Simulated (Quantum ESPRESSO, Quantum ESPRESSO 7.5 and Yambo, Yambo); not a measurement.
**AlN (P6_3mc): G0W0 on several meshes in Yambo**

Wanted: mesh dependence and cost of G0W0 for AlN (P6_3mc).

Calculated with Quantum ESPRESSO 7.5 and Yambo 5.3.0; PBE and many-body steps on it, plane waves.

The database entry behind the starting cell differs from later determinations by our own check (inner coordinate u about 0.002 short), so it need not match the best structure at ambient conditions.

## (1) The starting structure

The structure is hexagonal, space group P6_3mc (No. 186). Conventional cell: a = 3.113 Å, b = 3.113 Å, c = 4.981 Å, α = 90.00°, β = 90.00°, γ = 120.00°. Nearest to Al lie 4 N at 1.89 Å. Nearest to N lie 4 Al at 1.89 Å. Farther neighbours and most contacts between anions are not listed.

The cell and positions come from the Crystallography Open Database and are kept as given unless a step says otherwise.

## (2) Empty states on the mesh, 3×3×2 mesh, 132 bands

This step: Quantum ESPRESSO 7.5; DFT, PBE, plane waves, norm-conserving pseudopotentials.

The sums over transitions need many empty states on a uniform mesh; this step solves for them.

File pw.in:

```
&control
  calculation = 'nscf'
  prefix = 'x'
  outdir = 'o'
  pseudo_dir = 'pseudo'
/
&system
  ibrav = 0
  nat = 4
  ntyp = 2
  ecutwfc = 72.0
  nbnd = 132
  force_symmorphic = .true.
/
&electrons
  conv_thr = 1e-9
  electron_maxstep = 80
  diago_full_acc = .true.
  diago_thr_init = 5e-6
/
ATOMIC_SPECIES
  Al 26.982 Al.upf
  N 14.007 N.upf
CELL_PARAMETERS angstrom
  3.1130000000 -0.0000000000 0.0000000000
  -1.5565000000 2.6959370820 0.0000000000
  0.0000000000 0.0000000000 4.9810000000
ATOMIC_POSITIONS crystal
  Al 0.3333333333 0.6666666667 0.0000000000
  Al 0.6666666667 0.3333333333 0.5000000000
  N 0.3333333333 0.6666666667 0.3800000000
  N 0.6666666667 0.3333333333 0.8800000000
K_POINTS automatic
  3 3 2 0 0 0
```

Started as:

```console
> OMP_NUM_THREADS=1 mpirun -n 4 pw.x -nk 4 -in pw.in > pw.out
```

The program printed:

```text
Program PWSCF v.7.5 starts

     This program is part of the open-source Quantum ESPRESSO suite
     for quantum simulation of materials; please cite
         "P. Giannozzi et al., J. Phys.:Condens. Matter 21 395502 (2009);
         "P. Giannozzi et al., J. Phys.:Condens. Matter 29 465901 (2017);
         "P. Giannozzi et al., J. Chem. Phys. 152 154105 (2020);
     in publications or presentations arising from this work. More details at

     Atomic positions and unit cell read from directory:
     o/x.save/

     Message from routine setup:
[...]
75.0803  75.5043  76.5509  77.1276  77.8114  78.0266  78.5737  80.3403
     [... 5 further rows ...]
   107.9562 109.1422 109.9258 111.2506 111.4868 112.9036 113.1529 113.6244
   114.1622 114.5559 114.9654 115.6187

          k = 0.0000 0.3849-0.3125 (  2912 PWs)   bands (ev):

     [... further k-points ...]

     highest occupied, lowest unoccupied level (ev):     7.1067   11.3272

     XML data file, pseudopotentials, collected wavefunctions

=------------------------------------------------------------------------------=
   JOB DONE.
=------------------------------------------------------------------------------=
```

It took 6.2 s on 4 MPI ranks of Arm Neoverse V1, shared host; peak memory 0.32 GiB.

Numbers from this step:

```yaml
gap: 4.221 eV
k_of_the_valence_top: 0, 0, 0
k_of_the_conduction_bottom: 0, 0, 0
least_direct_gap: 4.221 eV
k_points_computed: 6
lowest_point_of_the_top_converged_band_above_the_valence_top: 105.1487 eV
```

On this mesh the gap is 4.221 eV.

The density comes from a self-consistent run that is not shown.

## (3) Conversion and set-up

This step: Yambo 5.3.0; conversion and set-up on PBE, plane waves, norm-conserving pseudopotentials.

The states are converted to the many-body program's format and the q mesh is built.

Started as:

```console
> (cd o/x.save; p2y > p2y.log; mv SAVE ../..); yambo > setup.log
```

The program printed:

```text
 Yambo, version 5.3.0

 [02] CORE Variables Setup
 =========================

  [02.01] Unit cells
  ==================

  Cell kind             :  HCP
  Atoms in the cell     :  Al  N
  number of Al atoms    :  2
  number of N  atoms    :  2

  List of atomic masses
  Mass of Al    :  26.98200
  Mass of N     :  14.00700

  List of atomic coordinates    : [cc]
  Al1       : -0.29414E-09   3.3964       0.0000      order 1
  Al2       :  2.941359  1.698194  4.706363  order 2
  N1       : -0.29414E-09   3.3964       3.5768      order 3
[...]
IBZ Q-points                                      :   6
 BZ  Q-points                                      :  18

 K/Q-points units:
 rlu = crystal or reduced units; cc = cartesian coordinates; iku = interal k-units

 Q [1]          [rlu]:  0.000000  0.000000  0.000000
 Q [2]          [rlu]:  0.000000  0.000000 -0.500000
 Q [3]          [rlu]: -0.40821E-19  0.33333       0.0000
 Q [4]          [rlu]: -0.40821E-19  0.33333     -0.50000
 Q [5]          [rlu]:  0.333333  0.333333  0.000000
 Q [6]          [rlu]:  0.333333  0.333333 -0.500000

  [03.01] X indexes
  =================

   [03.01.01] Sigma indexes
   ========================

 [06] Game Over & Game summary
```

Elapsed: 2 s, on 1 MPI rank; peak memory 0.23 GiB.

## (4) 3×3×2

G0W0 replaces the xc potential by the self-energy, built once from these orbitals. Only a window of levels is corrected, while the sums run over the empty bands that the input names.

This step: G0W0 on PBE, plane waves, norm-conserving pseudopotentials.

File gw13.in:

```
HF_and_locXC
gw0
dyson
ppa
em1d
rim_cut
RandQpts= 1000000
RandGvec= 1 RL
EXXRLvcs= 72 Ry
VXCRLvcs= 288 Ry
Chimod= "HARTREE"
% BndsRnXp
 1 | 132 |
%
NGsBlkXp= 15.5 Ry
% LongDrXp
 1 | 1 | 1 |
%
% GbndRnge
 1 | 132 |
%
DysSolver= "n"
ExtendOut
PPAPntXp= 27.21138 eV
% QPkrange
 1 | 1 | 7 | 10 |
%
```

Started as:

```console
> OMP_NUM_THREADS=1 mpirun -n 4 yambo -F gw13.in -J gw13 -C gw13 > gw13.log
```

The program printed:

```text
 Yambo, version 5.3.0

 [02] CORE Variables Setup
 =========================

  [... cell, symmetries and grids as in the set-up ...]

  [02.05] Energies & Occupations
  ==============================

  [X] === General ===
  [X] Electronic Temperature                        :  0.000000  0.000000 [eV K]
  [X] Bosonic    Temperature                        :  0.000000  0.000000 [eV K]
  [X] Finite Temperature mode                       : no
  [X] El. density                                   :  0.38275E+24 [cm-3]
  [X] Fermi Level                                   :  7.106664 [eV]

  [X] === Gaps and Widths ===
  [X] Conduction Band Min                           :  4.220509 [eV]
  [X] Valence Band Max                              :  0.000000 [eV]
  [X] Filled Bands                                  :   8
  [X] Empty Bands                                   :    9  132
  [X] Direct Gap                                    :  4.220509 [eV]
  [X] Direct Gap localized at k                     :  1
  [X] Indirect Gap                                  :  4.220509 [eV]
  [X] Indirect Gap between kpts                     :  1  1
  [X] Last valence band width                       :  2.371270 [eV]
  [X] 1st conduction band width                     :  3.218767 [eV]

 [03] Transferred momenta grid and indexing
 ==========================================

 IBZ Q-points                                      :   6
 BZ  Q-points                                      :  18

 K/Q-points units:
 rlu = crystal or reduced units; cc = cartesian coordinates; iku = interal k-units

 Q [1]          [rlu]:  0.000000  0.000000  0.000000
 Q [2]          [rlu]:  0.000000  0.000000 -0.500000
 Q [3]          [rlu]: -0.40821E-19  0.33333       0.0000
 Q [4]          [rlu]: -0.40821E-19  0.33333     -0.50000
 Q [5]          [rlu]:  0.333333  0.333333  0.000000
 Q [6]          [rlu]:  0.333333  0.333333 -0.500000

 [04] Coloumb potential Random Integration (RIM)
 ===============================================

  [04.01] RIM initialization
  ==========================

  * Diagonal components only detected *

  8 x (sBL volume)        :  0.390800 [a.u.]
  sBZ random points       :  1000000
  Points outside the sBZ  :   7993074
  RL volume               :  0.879301 [a.u.]
  Integrated volume       :  0.880063 [a.u.]

  [04.02] RIM integrals
  =====================

  Gamma point sphere radius             :  0.132618 [a.u.]
  Points outside the sphere             :   799492
  [Int_sBZ(q=0) 1/q^2]*(Vol_sBZ)^(-1/3) =:  7.696680
                                 should be <:  7.795600

  Summary of Coulomb integrals for non-metallic bands |Q|[au] RIM/Bare

  Q [1] 0.100000E-4 0.987311 * Q [2] 0.333760 0.999439
  Q [3] 0.411102 1.082129 * Q [4] 0.529529 1.045629
  Q [5] 0.712050 1.028558 * Q [6] 0.786391 1.021792

 [05] Dipoles
 ============

  [05.01] Setup: observables and procedures
  =========================================

  [WARNING] [x,Vnl] slows the Dipoles computation. To neglect it rename the ns.kb_pp file

 [06] Dynamic Dielectric Matrix (PPA)
 ====================================

 [WR./gw13//ndb.pp]--------------------------------------------------------------
  Brillouin Zone Q/K grids (IBZ/BZ)                :   6  18   6  18
  RL vectors                                       :   3777 [WF]
  Coulomb cutoff potential                         : none
  Electronic Temperature                           :  0.000000 [K]
  Bosonic    Temperature                           :  0.000000 [K]
  PPA    diel. fun.  energies                      : Perdew, Burke & Ernzerhof(X)+Perdew, Burke & Ernzerhof(C)
  wavefunctions                                    : Perdew, Burke & Ernzerhof(X)+Perdew, Burke & Ernzerhof(C)
  Global Gauge                                     : length
  X matrix size                                    :  313
  X band range                                     :    1  132
  X e/h energy range                               : -1.000000 -1.000000 [eV]
  X Time ordering                                  : R
  X Hxc Kernel                                     : HARTREE
  X Drude frequency                                :  0.000000  0.000000
  X poles                                          :  100.0000 [o/o]
  RL vectors in the sum                            :   3777
  [r,Vnl] included                                 : yes
  Field direction                                  :  0.577350E-5  0.577350E-5  0.577350E-5
  BZ energy Double Grid                            : no
  BZ energy DbGd points                            : 0
  BZ Q point size factor                           : -1.000000
  X Optical Averaged directions                    : none

 [07] Local Exchange-Correlation + Non-Local Fock
 ================================================

 [VXC] Plane waves :  23187
 [EXS] Plane waves :  2875

 QP @ state[ 1 ] K range:  1  1
 QP @ state[ 1 ] b range:   7  10

 [xc] Functional : Perdew, Burke & Ernzerhof(X)+Perdew, Burke & Ernzerhof(C)
 [xc] LIBXC used to calculate xc functional
  PP Number of Atomic Species                      :  2
  NLCC RL compoments                               :  23187
  PP Number of Atomic Species                      :  2
  NLCC RL compoments                               :  23187

 [xc] E_xc :  -6.931284 [Ha]
      E_xc :  -13.86257 [Ry]

  Local XC kind (lXC) : Perdew, Burke & Ernzerhof(X)+Perdew, Burke & Ernzerhof(C)
  Non-Local XC kind (nlXC) : Hartree-Fock

  Corrections @ K [1] :  [eV]
 <7|nlXC|7> = -20.94415  0.10935E-17 <7|lXC|7> = -16.99281  0.75527E-15
 <8|nlXC|8> = -20.77480 -0.64815E-17 <8|lXC|8> = -17.08481 -0.51792E-21
 <9|nlXC|9> = -7.749619 -0.38824E-17 <9|lXC|9> = -12.50460  0.18881E-15
 <10|nlXC|10> = -5.581958  0.42733E-17 <10|lXC|10> = -10.79156  0.15717E-20

 [08] Dyson equation: Newton solver
 ==================================

  [08.01] G0W0 (W PPA)
  ====================

  [  GW  ] Bands range     :    1  132
  [GW/PPA] G damping       :  0.100000 [eV]

  QP @ state[ 1 ] K range:  1  1
  QP @ state[ 1 ] b range:   7  10

   Sc/G bands                                       :    1  132
   Sc/G damping                                     :  0.100000 ev
   Sc bands terminator                              : no
   Sx RL components                                 :  2875

   QP @ state[ 1 ] K range                          :  1  1
   QP @ state[ 1 ] b range                          :   7  10
   GF energies kind                                 : Perdew, Burke & Ernzerhof(X)+Perdew, Burke & Ernzerhof(C)
   GF WF`s kind                                     : Perdew, Burke & Ernzerhof(X)+Perdew, Burke & Ernzerhof(C)
   Xs energies kind                                 : Perdew, Burke & Ernzerhof(X)+Perdew, Burke & Ernzerhof(C)
   Xs WF`s kind                                     : Perdew, Burke & Ernzerhof(X)+Perdew, Burke & Ernzerhof(C)

 [11] Game Over & Game summary
```

Wall time 21 s (4 MPI ranks); peak memory 1.2 GiB; 78 s of CPU time.

This step gave:

* G0W0 gap on the points computed: 5.524 eV
* starting gap on the mesh: 4.221 eV
* k of the valence top: 0, 0, 0
* k of the conduction bottom: 0, 0, 0
* least direct G0W0 gap on the computed points: 5.524 eV
* Z at the valence top: 0.7936
* Z at the conduction bottom: 0.8197

The gap on the mesh goes from 4.22 eV to 5.52 eV, a correction of +1.30 eV.

## (5) Empty states on the mesh, 6×6×4 mesh, 132 bands

This step: Quantum ESPRESSO 7.5; DFT, PBE, plane waves, norm-conserving pseudopotentials.

pw.in, as its differences from that of step 2:

```diff
@@ -33,2 +33,2 @@
 K_POINTS automatic
-  3 3 2 0 0 0
+  6 6 4 0 0 0
```

Started as:

```console
> OMP_NUM_THREADS=1 mpirun -n 4 pw.x -nk 4 -in pw.in > pw.out
```

The program printed:

```text
[banner, memory and clock lines left out]
Program PWSCF v.7.5 starts

     Atomic positions and unit cell read from directory:
     o/x.save/

     Message from routine setup:
     using ibrav=0 with symmetry is DISCOURAGED, use correct ibrav instead

     G-vector sticks info

     bravais-lattice index     =            0
     lattice parameter (alat)  =       5.8827  a.u.
     unit-cell volume          =     282.0993 (a.u.)^3
     number of atoms/cell      =            4
     number of atomic types    =            2
     number of electrons       =        16.00
[...]
[... 5 further rows ...]
[...]
117.0277 117.0277 117.1234 117.1234

          k = 0.0000 0.0000-0.3125 (  2858 PWs)   bands (ev):

[...]
76.5466  76.5466  76.9146  76.9146  76.9146  76.9146  77.7650  77.7650
     [... 5 further rows ...]
   110.2318 110.2318 112.1919 112.1919 112.1919 112.1919 114.2255 114.2255
   117.7824 117.7824 117.7824 117.7824

          k = 0.0000 0.1925 0.0000 (  2896 PWs)   bands (ev):

     [... further k-points ...]

     highest occupied, lowest unoccupied level (ev):     7.1067   11.3272

     XML data file, pseudopotentials, collected wavefunctions
```

The job ended after 18 s (4 MPI ranks; peak memory 0.32 GiB).

Numbers from this step:

| Property | Result |
| --- | --- |
| gap | 4.221 eV |
| k of the valence top | 0, 0, 0 |
| k of the conduction bottom | 0, 0, 0 |
| least direct gap | 4.221 eV |
| k points computed | 24 |
| lowest point of the top converged band, above the valence top | 105.1487 eV |

On this mesh the gap is 4.221 eV.

[end of part 1 of 2]

[Paths, hosts, dates, memory and timing lines, banners, echoed tables and standing remarks are left out of the program output.]

[Logs are printed without paths, hosts, clocks, repeated set-up lines and the standing remarks that a program may print on its own settings, such as how far it seeks lower states.]

[Runs of the session that timed out or met a known fault of the program may be left out.]

[Hosts, paths, dates, database ids (printed as entryN), source tags and the programs' standing remarks are cut or masked in the printed files.]
